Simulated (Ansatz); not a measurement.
# What BaTiO3 (model cell, started as cubic perovskite with Ti in the octahedra) distorts into, part 3 of 3

Aim: this structure of BaTiO3 (model cell, started as cubic perovskite with Ti in the octahedra) is to be tested for unstable modes, and one is followed downhill.

Ansatz 0.2.0; DFT PBEsol, scalar-relativistic, plane waves, PAW; PAW set soft_1.

So far. Step 5 (Energy along the mode, all amplitudes (two of the runs …): The lowest of the steps tried is at 0.08 Å, 1.44 meV/atom below the parent; the bottom of the well need not coincide with a step. Step 7 (The new phase in its own primitive cell): The largest force component left is 0.36 meV/Å and the pressure is -0.004 GPa, within the tolerances set. The cell now holds 12.66 Å³/atom. The relaxed cell has a = 3.955, c = 4.046 Å (conventional setting).

### Step 8. Modes of the new phase, k-mesh 6×6×6

A relaxed structure may still be a saddle point, so its zone-centre modes are computed. The response to a homogeneous field gives the Born charges and the dielectric tensor.

Contents of input.yaml:

```yaml
crystal:
  lattice:
    - [3.9554946868, 0.0, 0.0]
    - [0.0, 3.9554946868, 0.0]
    - [0.0, 0.0, 4.0459556132]
  atoms:
    - { symbol: Ba, position: [0.0, 0.0, 0.9949694209] }
    - { symbol: Ti, position: [0.5, 0.5, 0.4797618719] }
    - { symbol: O, position: [0.5, 0.0, 0.5142814528] }
    - { symbol: O, position: [0.5, 0.5, 0.0250045299] }
    - { symbol: O, position: [0.0, 0.5, 0.5142814528] }
kpoints:
  mp_grid: { grid: [6, 6, 6] }
hamiltonian:
  xc: pbesol
  pseudopotentials: { kind: paw, azcp: { folder: soft_1 }, xc_functional: pbe }
scf:
  occupations: { method: fixed }
output:
  eigenvalues: true
phonons:
  method: dfpt
  dielectric: true
  rigid_motions: translations
```

Command:

```bash
> ansatz run input.yaml --threads 4 --pin off --max-ram 16384MiB --backend cpu --events-out ev --progress --plain --runs-dir out
```

Numbers of over 12 decimals in the logs are rounded to 6 here.

What it wrote:

```text
[...]
Crystal: 5 atoms, lattice volume = 63.303 Å³
Basis set: ecut = 420 eV, 1229 PW (Γ), exchange–correlation on 54×54×60 points (8 copies of the dense FFT grid, shifted against one another)
Bands: 25, of which v1, the nominal top of the filled ones, is band 20 counted from 1 (19 counted from 0)
Symmetry: 8 space group operations
k-points: 112 of 216 (irreducible under 1 space group operation, time reversal used)
[...]
SCF iter   1: F=—  HF=-10028.065644 eV  |F-HF|=—  |Δ(HF+E_count)|=         —  Δρ=5.59e-2  dr2=1.99e0  ethr=3.10e-3  ⟨swp⟩=4.8  Hψ=10852  notcnv=0  defer=232
[...]
SCF iter  11: F=-10027.638619 eV  HF=-10027.638619 eV  |F-HF|=3.64e-12  |Δ(HF+E_count)|=  3.89e-10  Δρ=2.63e-7  dr2=5.15e-11  ethr=1.00e-12  ⟨swp⟩=10.6  Hψ=19700  notcnv=0
SCF 1 converged in 11 iterations: F = -10027.638619 eV  dr2 = 5.15e-11
[...]
DFPT response loops at Γ: preconditioner auto → none (the input reference at scf.mixing.eps_inf says where Resta's filter doesn't serve); β = 0.50; Broyden in place of MSR1
── the response to a field inside a basis, on 6×6×6 k-points: an SCF that follows is theirs, and a resumed run solves both again ──
Bands: 21, of which v1, the nominal top of the filled ones, is band 20 counted from 1 (19 counted from 0)
k-points: 18 of 216 (time reversal used)
[...]
Eigensolver: Dense (18 Hₖ)
SCF iter   1: F=—  HF=-10027.631297 eV  |F-HF|=—  |Δ(HF+E_count)|=         —  Δρ=3.46e-4  dr2=1.48e-5  ethr=1.00e-1
[...]
SCF iter   4: F=-10027.631300 eV  HF=-10027.631300 eV  |F-HF|=3.16e-8  |Δ(HF+E_count)|=   1.53e-7  Δρ=1.23e-5  dr2=7.26e-8  ethr=3.19e-9
SCF 1 converged in 4 iterations: F = -10027.631300 eV  dr2 = 7.26e-8
[...]
SCF converged after 11 iterations
Free energy (F): -10027.638619 eV
[...]
Internal energy: -10027.638619 eV  (E = F + TS)
E sigma→0 (E₀):  -10027.638619 eV
Fermi energy:    10.411667 eV
[...]
--- Band table (eV; the first three rows and the last of 112) ---
  k-point 0: bands = [... 16 lower, 9.1206, 9.9537, 10.0438, 10.0438, 12.2646, 12.6456, 12.6456, 14.6945, ... 1 higher]
  k-point 1: bands = [... 16 lower, 8.9081, 9.4504, 9.9635, 9.9635, 12.2957, 13.0332, 13.0332, 14.6909, ... 1 higher]
  k-point 2: bands = [... 16 lower, 8.5391, 8.7062, 9.8028, 9.8028, 12.3599, 13.7416, 13.7416, 14.6903, ... 1 higher]
  k-point 111: bands = [... 16 lower, 7.9722, 10.1873, 10.1873, 10.4117, 14.7261, 14.7261, 14.7769, 16.9159, ... 1 higher]
--- Phonons (Γ-DFPT): 9 representative perturbations + reference, on 112 of 216 k-points (Σ response iterations 29) ---
  k mesh reduced under 1 symmetry operation, with k and −k counted as one. Each operation leaves every solved perturbation unchanged. A smaller set is not considered because the run solves the response to a homogeneous field
  ASR residual: 1.522e-4 → 0.000e0 eV/Å²; symmetrization residual: 6.926e-6 eV/Å²
  ASR residual per site (eV/Å²): 1.52e-4 9.90e-5 3.60e-5 3.46e-5 3.60e-5
[...]
ε∞ (high-frequency dielectric tensor):
        6.440073     0.000000    -0.000000
        0.000000     6.440073     0.000000
       -0.000000     0.000000     5.723244
  softest optical mode at Γ: -113.94 cm⁻¹; the repairs (sum rule, projections) moved no ω² at Γ by more than (1.54 cm⁻¹)²
  Born effective charges Z* (e; rows j = field, columns β = displacement):
    site 0:
         2.76016    0.00000    0.00000
         0.00000    2.76016    0.00000
        -0.00000    0.00000    2.86009
    site 1:
         7.02568    0.00000   -0.00000
         0.00000    7.02568    0.00000
        -0.00000    0.00000    5.72941
    site 2:
        -2.13985    0.00000   -0.00000
         0.00000   -5.61402    0.00000
        -0.00000    0.00000   -1.96763
    site 3:
        -2.03197    0.00000    0.00000
         0.00000   -2.03197    0.00000
         0.00000    0.00000   -4.65424
    site 4:
        -5.61402    0.00000    0.00000
         0.00000   -2.13985    0.00000
         0.00000    0.00000   -1.96763
  Z* charge neutrality: 7.519e-3 e pre-enforcement
  solved inside a basis spanned on kpoints, on 6×6×6 k-points, its susceptibility summed on 10×10×8: ε∞ is read to err by 2.2e-2, Z* by 4.9e-2 e (field_mesh: kpoints solves on kpoints); Z* is corrected for what the basis lacks
  optical modes at Γ without the LO–TO term, one row a degenerate level:
      ω (cm⁻¹)  modes    IR ((D/Å)²/amu)
       -113.94      2           154.0438
        163.50      1             6.2236
        170.23      2             3.7997
        283.69      1             0.0000
        286.52      2             0.5520
        313.47      1            38.8438
        467.77      2             7.7553
        519.58      1            14.5308
  optical modes at Γ + LO–TO along q̂ = [1.0000, 0.0000, 0.0000]:
      ω (cm⁻¹)  modes    IR ((D/Å)²/amu)
       -113.94      1            77.0219
        163.50      1             6.2236
        166.85      1             0.0241
        170.23      1             1.8998
        283.69      1             0.0000
        285.75      1             0.0252
        286.52      1             0.2760
        313.47      1            38.8438
        445.10      1             3.3623
        467.77      1             3.8776
        519.58      1            14.5308
        666.27      1            79.6637
  optical modes at Γ + LO–TO along q̂ = [0.0000, 1.0000, 0.0000]:
      ω (cm⁻¹)  modes    IR ((D/Å)²/amu)
       -113.94      1            77.0219
        163.50      1             6.2236
[...]
445.10      1             3.3623
        467.77      1             3.8776
        519.58      1            14.5308
        666.27      1            79.6637
  optical modes at Γ + LO–TO along q̂ = [0.0000, 0.0000, 1.0000]:
      ω (cm⁻¹)  modes    IR ((D/Å)²/amu)
       -113.94      2           154.0438
        170.23      2             3.7997
        184.84      1             0.2357
        283.69      1             0.0000
        286.52      2             0.5520
        453.60      1             4.0755
        467.77      2             7.7553
        711.27      1            55.2871
```

Wall time 83 s (4 threads of Arm Neoverse V1, shared host); peak memory 1.1 GiB; 5.2 min of CPU time.

This step gave:

```yaml
sum_rule_residual_before_enforcement: 1.52e-4 eV/Å²
miss_of_the_charge_sum_rule: 0.007519 e
estimated_error_of_the_dielectric_tensor: 0.02239
estimated_error_of_the_born_charges: 0.04921 e
point_group: 4mm
highest_optical_mode_at_the_zone_centre_no_lo_to_term: 519.6 cm⁻¹
lowest_optical_zone_centre_mode: -113.9 cm⁻¹
mean_high_frequency_dielectric_constant: 6.201
largest_born_charge_third_of_the_trace: 6.594 e
top_of_the_zone_centre_spectrum_with_the_field: 711.3 cm⁻¹
```

Without the LO-TO term. Patterns of degenerate modes are one choice out of their space. The modes at Γ (shares of kinetic energy by element, %) (negative means imaginary):

| mode | frequency (cm⁻¹) | symmetry | Ba % | Ti % | O % |
| --- | --- | --- | --- | --- | --- |
| 1 | -113.9 | E | 0 | 45 | 55 |
| 2 | -113.9 | E | 0 | 45 | 55 |
| 3 | 0.0 | acoustic | 59 | 21 | 21 |
| 4 | 0.0 | acoustic | 59 | 21 | 21 |
| 5 | 0.0 | acoustic | 59 | 21 | 21 |
| 6 | 163.5 | A1 | 41 | 21 | 38 |
| 7 | 170.2 | E | 41 | 32 | 27 |
| 8 | 170.2 | E | 41 | 32 | 27 |
| 9 | 283.7 | B1 | 0 | 0 | 100 |
| 10 | 286.5 | E | 0 | 0 | 100 |
| 11 | 286.5 | E | 0 | 0 | 100 |
| 12 | 313.5 | A1 | 1 | 57 | 43 |
| 13 | 467.8 | E | 0 | 2 | 98 |
| 14 | 467.8 | E | 0 | 2 | 98 |
| 15 | 519.6 | A1 | 0 | 1 | 99 |

Displacements in mode 1 (-113.9 cm⁻¹), the largest set to 1:
```
Ba1  0.00  0.01  0.00
Ti2  0.00  0.70  0.00
O3   0.00 -1.00  0.00
O4   0.00 -0.51  0.00
O5   0.00 -0.70  0.00
```

Displacements in mode 10 (286.5 cm⁻¹), the largest set to 1:
```
Ba1  0.00 -0.01  0.00
Ti2  0.00 -0.03  0.00
O3   0.00  0.03  0.00
O4   0.00  1.00  0.00
O5   0.00 -0.87  0.00
```

Optical modes at the zone centre, without and with the macroscopic field of the longitudinal modes; each column is sorted by frequency, so a row need not hold one and the same mode. Modes with and without the field, by row:

| rank among optical modes | no field (cm⁻¹) | q along (1, 0, 0) (cm⁻¹) | q along (0, 0, 1) (cm⁻¹) |
| --- | --- | --- | --- |
| 1 | -113.9 | -113.9 | -113.9 |
| 2 | -113.9 | 163.5 | -113.9 |
| 3 | 163.5 | 166.8 | 170.2 |
| 4 | 170.2 | 170.2 | 170.2 |
| 5 | 170.2 | 283.7 | 184.8 |
| 6 | 283.7 | 285.8 | 283.7 |
| 7 | 286.5 | 286.5 | 286.5 |
| 8 | 286.5 | 313.5 | 286.5 |
| 9 | 313.5 | 445.1 | 453.6 |
| 10 | 467.8 | 467.8 | 467.8 |
| 11 | 467.8 | 519.6 | 467.8 |
| 12 | 519.6 | 666.3 | 711.3 |

Born charge (rows field, columns displacement) (e), principal values of the symmetric part by kind of site:

| atom | atoms with these values | low | middle | high | mean |
| --- | --- | --- | --- | --- | --- |
| Ba1 | 1 | 2.76 | 2.76 | 2.86 | 2.79 |
| Ti2 | 1 | 5.73 | 7.03 | 7.03 | 6.59 |
| O3 | 2 | -5.61 | -2.14 | -1.97 | -3.24 |
| O4 | 1 | -4.65 | -2.03 | -2.03 | -2.91 |

In full for O4:

```
-2.03  0.00  0.00
 0.00 -2.03  0.00
 0.00  0.00 -4.65
```

High-frequency dielectric tensor:

```
6.44 0.00 0.00
0.00 6.44 0.00
0.00 0.00 5.72
```

Transverse modes; imaginary modes are left out. Lines of the infrared spectrum (strongest = 100):

| position (cm⁻¹) | label | relative intensity |
| --- | --- | --- |
| 164 | A1 | 16 |
| 170 | E | 10 |
| 284 | B1 | 0.0 |
| 286 | E | 1.4 |
| 314 | A1 | 100 |
| 468 | E | 20 |
| 520 | A1 | 37 |

Before it was imposed, the acoustic sum rule was missed by 1.5e-4 eV/Å² and the charge sum rule by 0.0075 e. Small misses are needed for a sound result but don't prove that mesh and cutoff are converged. The lowest optical mode is imaginary, 113.9i cm⁻¹, so the energy falls along it.

### Step 9. What came out

```json
{
 "unstable mode of the parent": "q = (0, 0, 0), 188i cm⁻¹",
 "depth at the lowest point sampled": "1.44 meV/atom",
 "largest atomic shift at that point": "0.08 Å",
 "space group reached (within 0.01 Å)": "P4mm",
 "energy gained over the parent (first relaxation, on the mesh of the frozen mode)": "3.23 meV/atom",
 "volume per atom, phase reached": "12.7 Å³",
 "gap on the k-mesh, phase reached": "1.85 eV",
 "lowest optical zone-centre mode, phase reached": "-114 cm⁻¹",
 "highest optical mode at the zone centre (no LO-TO term), phase reached": "520 cm⁻¹"
}
```

In words: Along this mode the structure falls into P4mm, 3.23 meV/atom below the parent. At the parent's cell the well is 1.442 meV/atom deep on the steps tried, with its lowest point at a shift of 0.08 Å. Relaxing atoms and cell changes the gain by +1.79 meV/atom against the lowest step (energies at zero smearing). The new phase still has an imaginary mode at the zone centre of its cell, so it is a saddle point on the way to a lower structure. Of the 6 patterns followed to their end from this parent, this one ends 1.07 meV/atom above the lowest, R3m. Another end point lies within 1 meV/atom; how such a difference moves with mesh and cutoff was not tested. Each path keeps the symmetry of its pattern, so a lower phase may lie along a pattern not tried. Spin-orbit coupling is left out, which can matter for the heavy elements here. The PAW files were made for PBE and serve the other functionals too. The starting cell was built on a prototype and not taken from a measurement, so the phase need not exist.

[Logs are printed without paths, hosts, clocks, repeated set-up lines and the standing remarks that a program may print on its own settings, such as how far it seeks lower states.]

[Hosts, paths, dates, database ids (printed as entryN), source tags and the programs' standing remarks are cut or masked in the printed files.]
